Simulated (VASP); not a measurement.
# Rh in VASP: reference runs

How does Rh come out in PBE? The cell is run as given.

Program: VASP 6.6.1. These are calculated values, not measurements. Logs are shortened: lines on timing, memory, paths and dates and some standing lists are left out, and cuts for length are marked.

**1. The cell of the first run**

The cell holds a slab with vacuum, 6 atoms: a = 2.689 Å, b = 2.689 Å, c = 25.979 Å, α = 90.00°, β = 90.00°, γ = 120.00°.

The slab is cut from a database's or a generator's crystal, which needn't be the stable form of the element.

**2. Single point, PBE (the (1 1 1) slab of Rh, cut from the database cell, not relaxed)**

The input, INCAR:

```
SYSTEM = Rh
ALGO = Normal
DIPOL = 0.5 0.5 0.500
EDIFF = 1E-7
ENCUT = 520
GGA = PE
IDIPOL = 3
ISIF = 2
ISMEAR = -1
LASPH = .True.
LCHARG = .False.
LDIPOL = .True.
LREAL = .False.
LWAVE = .False.
NBANDS = 54
NELM = 100
PREC = Accurate
SIGMA = 0.05
```

The input, KPOINTS:

```
k-points
0
Gamma
  11 11 1
  0 0 0
```

The input, POSCAR:

```
Rh
1.0
    2.6891977995      0.0000000000      0.0000000000
   -1.3445988998      2.3289136102      0.0000000000
    0.0000000000      0.0000000000     25.9786040438
Rh
6
Direct
    0.6666666667      0.3333333333      0.2886991151
    0.3333333333      0.6666666667      0.3732194691
    0.0000000000      0.0000000000      0.4577398230
    0.6666666667      0.3333333333      0.5422601770
    0.3333333333      0.6666666667      0.6267805309
    0.0000000000      0.0000000000      0.7113008849
```

Potentials or basis: VASP PAW PBE potentials, release 64 (Rh_pv).

The run is started by

```console
$ cat potpaw_PBE.64/Rh_pv/POTCAR > POTCAR
$ mpirun -np 1 vasp_std > vasp.out
```

OUTCAR:

```text
SYSTEM = Rh
   EDIFF = 1E-7
   ENCUT = 520
   GGA = PE
   ISIF = 2
   ISMEAR = -1
   LASPH = .True.
   LREAL = .False.
   NELM = 100
   PREC = Accurate

 ion  position               nearest neighbor table
   1  0.667  0.333  0.289-   2 2.69   2 2.69   2 2.69
   2  0.333  0.667  0.373-   3 2.69   3 2.69   3 2.69   1 2.69   1 2.69   1 2.69
   3  0.000  0.000  0.458-   2 2.69   2 2.69   2 2.69   4 2.69   4 2.69   4 2.69
   4  0.667  0.333  0.542-   5 2.69   5 2.69   5 2.69   3 2.69   3 2.69   3 2.69
   5  0.333  0.667  0.627-   4 2.69   4 2.69   4 2.69   6 2.69   6 2.69   6 2.69
   6  0.000  0.000  0.711-   5 2.69   5 2.69   5 2.69

  LATTYP: Found a hexagonal cell.
 ALAT       =     2.6891977995
 C/A-ratio  =     9.6603544926

  Lattice vectors:

 A1 = (   2.6891977995,   0.0000000000,   0.0000000000)
 A2 = (  -1.3445988998,   2.3289136102,   0.0000000000)
 A3 = (   0.0000000000,   0.0000000000,  25.9786040438)

Analysis of symmetry for initial positions (statically):
=====================================================================
 Subroutine PRICEL returns:
 Original cell was already a primitive cell.

 Routine SETGRP: Setting up the symmetry group for a
 hexagonal supercell.

 Subroutine GETGRP returns: Found 12 space group operations
 (whereof  6 operations were pure point group operations)
 out of a pool of 24 trial point group operations.

The static configuration has the point symmetry C_3v.
 The point group associated with its full space group is D_3d.

Analysis of symmetry for dynamics (positions and initial velocities):
=====================================================================
 Subroutine PRICEL returns:
 Original cell was already a primitive cell.

 Routine SETGRP: Setting up the symmetry group for a
 hexagonal supercell.

 Subroutine GETGRP returns: Found 12 space group operations
 (whereof  6 operations were pure point group operations)
 out of a pool of 24 trial point group operations.

The dynamic configuration has the point symmetry C_3v.
 The point group associated with its full space group is D_3d.

 Subroutine INISYM returns: Found 12 space group operations
 (whereof  6 operations are pure point group operations),
 and found     1 'primitive' translations

----------------------------------------------------------------------------------------

                                     Primitive cell

  volume of cell :     162.7016
[... 97 lines left out ...]
   TEBEG  =    0.0;   TEEND  =   0.0 temperature during run
   PSTRESS=    0.0 pullay stress
   NELECT =      90.0000    total number of electrons
   NUPDOWN=      -1.0000    fix difference up-down
   EMIN   =  10.00;   EMAX   =-10.00  energy-range for DOS
   EFERMI =   0.00;   METHOD = LEGACY
   ISMEAR =    -1;   SIGMA  =   0.05  broadening in eV -4-tet -1-fermi 0-gaus
   EFERMI_NEDOS =   21; number of points for ismear=-14 and -15
   IALGO  =     38    algorithm
   IMIX   =      4    mixing-type and parameters
     AMIX     =   0.40;   BMIX     =  1.00
     AMIX_MAG =   1.60;   BMIX_MAG =  1.00
  volume/ion in A,a.u.               =      27.12       182.99
  Fermi-wavevector in a.u.,A,eV,Ry     =   1.343873  2.539552 24.572063  1.805996
  Thomas-Fermi vector in A             =   2.471912
   LORBIT       =      0    0 simple, 1 ext, 2 COOP (PROOUT), +10 PAW based schemes
   GGA     = PE    functional components
   LHFCALC =     F    Hartree Fock is set to
   AEXX    =    0.0000 exact exchange contribution
   IVDW    =     0    specifies the selected vdW correction
   LEPSILON=     F    determine dielectric tensor
   LRPA    =     F    only Hartree local field effects (RPA)
 non-spin polarized calculation
  energy-cutoff  :      520.00
  volume of cell :      162.70
 maximum number of plane-waves:      4437
 NGX is ok and might be reduce to    20
   NGX =  9   NGY =  9   NGZ = 97

 dipolmoment           0.000000      0.000000     -0.000000 electrons x Angstroem

 number of electron      90.0000007 magnetization

 dipolmoment           0.000000      0.000000      0.000002 electrons x Angstroem

 Free energy of the ion-electron system (eV)
  ---------------------------------------------------
  ext. energy  EPLUGINS =         0.00000000
  ---------------------------------------------------
  free energy    TOTEN  =       -41.99954509 eV

  energy without entropy =      -41.91835662  energy(sigma->0) =      -41.95895086

 E-fermi :   3.4776     XC(G=0):  -7.8444

 val. band max:        3.4589482795   @ k =   0.4545  -0.0000   0.0000
 cond. band min:       3.4960935346   @ k =   0.1818   0.0909   0.0000
 fundamental gap:      0.0371452551
 Fermi energy:         3.4776025445

 k-point     1 :       0.0000    0.0000    0.0000
  band No.  band energies     occupation
      1     -43.5874      2.00000
      2     -43.4340      2.00000
      3     -43.2182      2.00000
      4     -43.0089      2.00000
      5     -42.9883      2.00000
      6     -42.9883      2.00000
[... 901 lines left out ...]
     53      10.8038      0.00000
     54      11.3837      0.00000

------------------------ aborting loop because EDIFF is reached ----------------------------------------

 vacuum level on the upper side and lower side of the slab       (xc-potential included)        -0.092        -0.092

  FORCE on cell =-STRESS in cart. coord.  units (eV):
  Direction    XX          YY          ZZ          XY          YZ          ZX
  --------------------------------------------------------------------------------------
  -------------------------------------------------------------------------------------
  Total        0.1068840      0.1068840      0.4909348     -0.0000000      0.0000000      0.0000000
  in kB        1.0525226      1.0525226      4.8343983     -0.0000000      0.0000000      0.0000000
  external PRESSURE =       2.3131478 kB  Pullay stress =       0.0000000 kB

 VOLUME and BASIS-vectors are now :
 -----------------------------------------------------------------------------
  energy-cutoff  :      520.00
  volume of cell :      162.70
      direct lattice vectors                 reciprocal lattice vectors
     2.689197800  0.000000000  0.000000000     0.371858106  0.214692378  0.000000000
    -1.344598900  2.328913610  0.000000000     0.000000000  0.429384755  0.000000000
     0.000000000  0.000000000 25.978604044     0.000000000  0.000000000  0.038493215

 POSITION                                       TOTAL-FORCE (eV/Angst)
 -----------------------------------------------------------------------------------
      1.34460      0.77630      7.50000         0.000000      0.000000      0.092737
     -0.00000      1.55261      9.69572        -0.000000      0.000000     -0.156173
      0.00000      0.00000     11.89144         0.000000     -0.000000     -0.233161
      1.34460      0.77630     14.08716        -0.000000      0.000000      0.233161
     -0.00000      1.55261     16.28288        -0.000000     -0.000000      0.156173
      0.00000      0.00000     18.47860        -0.000000     -0.000000     -0.092737
 -----------------------------------------------------------------------------------
    total drift:                               -0.000000     -0.000000      0.000417

  FREE ENERGIE OF THE ION-ELECTRON SYSTEM (eV)
  ---------------------------------------------------
  free  energy   TOTEN  =       -41.9995450942 eV

  energy  without entropy=      -41.9183566175  energy(sigma->0) =      -41.95895086

 vacuum level on the upper side and lower side of the slab         8.603         8.603
```

OSZICAR:

```text
N       E                     dE             d eps       ncg     rms          rms(c)
DAV:   1     0.107958899954E+04    0.10796E+04   -0.58166E+04  2024   0.172E+03
DAV:   2    -0.127077558970E+02   -0.10923E+04   -0.10656E+04  1882   0.530E+02
DAV:   3    -0.439273218350E+02   -0.31220E+02   -0.29834E+02  1966   0.967E+01
[... 20 lines left out ...]
DAV:  24    -0.419995358275E+02   -0.16494E-04   -0.16327E-06  1512   0.472E-03    0.439E-03
DAV:  25    -0.419995409517E+02   -0.51242E-05   -0.30758E-07  1232   0.277E-03    0.585E-03
DAV:  26    -0.419995445059E+02   -0.35542E-05   -0.53198E-07  1180   0.378E-03    0.303E-03
DAV:  27    -0.419995448848E+02   -0.37884E-06   -0.13432E-07  1092   0.205E-03    0.121E-03
DAV:  28    -0.419995450582E+02   -0.17346E-06   -0.22577E-08   956   0.653E-04    0.680E-04
DAV:  29    -0.419995450942E+02   -0.35940E-07   -0.95111E-09  1008   0.535E-04
   1 F= -.41999545E+02 E0= -.41958951E+02  d E =-.811885E-01
```

It took 4.3 min on 1 thread of Intel Xeon Platinum 8259CL at 2.50GHz (Skylake/Cascade Lake), shared host; peak memory 0.3 GiB.

What came out:

| Item | Value |
| --- | --- |
| Free energy | -41.9995 eV |
| Largest force | 0.233 eV/Å |
| Band gap on the k mesh | none (metal or under the smearing width) |

Forces on the atoms (eV/Å):
```
Rh   0.000  0.000  0.093
Rh   0.000  0.000 -0.156
Rh   0.000  0.000 -0.233
Rh   0.000  0.000  0.233
Rh   0.000  0.000  0.156
Rh   0.000  0.000 -0.093
```
